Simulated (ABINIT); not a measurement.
ZnS:

```xyz
2
Lattice="0.0000 2.7020 2.7020 2.7020 0.0000 2.7020 2.7020 2.7020 0.0000" Properties=species:S:1:pos:R:3 pbc="T T T"
Zn    4.0530    4.0530    4.0530
S     0.0000    0.0000    0.0000
```

Base run:

- Program: ABINIT 10.8.3 (patched build)
- Functional: TB-mBJ
- Potentials or basis: JTH PAW PBE v2.0
- Cutoff: 707 eV
- k mesh: 9 × 9 × 9
- Occupations: fermi-dirac, width 0.05 eV
- Spin: no spin polarisation

Its results: band gap on the k mesh 3.58 eV, direct.

After a change of settings the same cell gave: band gap on the k mesh 2.07 eV, direct. Which change was it?
A. functional from TB-mBJ to LDA
B. functional from TB-mBJ to r2SCAN
C. functional from TB-mBJ to RPBE
D. functional from TB-mBJ to PW91

D.

Caveats: the constant c of TB-mBJ comes from the pseudo density here, which moves gaps by up to 0.3 eV between sets of potentials (some runs).
